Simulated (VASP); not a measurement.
Write the native input for VASP 6.6.1 that does the following.

```yaml
Task: single point
Functional: r2SCAN
Potentials_or_basis: VASP PAW PBE potentials, release 64 (Ga_d, P)
Cutoff: 520 eV
k_mesh: 9 × 9 × 9
Occupations: gaussian, width 0.02 eV
Spin: no spin polarisation
Further_INCAR_settings: ALGO = Normal; EDIFF = 1e-06; NBANDS = 26
```

The structure of GaP lies in POSCAR:

```
GaP
1.0
    1.9143800000      1.1052700000      6.3564400000
   -1.9143800000      1.1052700000      6.3564400000
    0.0000000000     -2.2105400000      6.3564400000
Ga P
2 2
Direct
    0.4358000000      0.4358000000      0.4358000000
    0.5642000000      0.5642000000      0.5642000000
    0.0577900000      0.0577900000      0.0577900000
    0.9422100000      0.9422100000      0.9422100000
```

Measurements of this composition are mostly on another form, of space group No. 216.

One way to write it, as run:

INCAR

```
PREC = Accurate
ENCUT = 520
EDIFF = 1E-6
ISMEAR = 0
SIGMA = 0.02
LREAL = F
LASPH = T
NELM = 80
ALGO = Normal
ISIF = 2
LWAVE = F
LCHARG = F
METAGGA = R2SCAN
LMIXTAU = T
NBANDS = 26
```

KPOINTS

```
regular mesh
0
Gamma
  9 9 9
```

Potentials or basis: VASP PAW PBE potentials, release 64 (Ga_d, P).

Command:

```bash
$ cat potpaw_PBE.64/Ga_d/POTCAR potpaw_PBE.64/P/POTCAR > POTCAR
$ mpirun -np 1 vasp_std > vasp.out
```

It gave:

```
Pressure               : 0.6 GPa
Largest force          : 0.108 eV/Å
Band gap on the k mesh : 1.11 eV, indirect (least direct gap 1.62 eV)
```

Caveat: the PAW data sets were made with another functional, which shifts forces and pressure a little; an odd mesh through Γ misses points on the zone boundary, where band edges often lie.

Run time: 23 min on 1 thread of Intel(R) Xeon(R) Platinum 8488C (Sapphire Rapids), with other jobs on the host, peak memory 0.45 GiB.
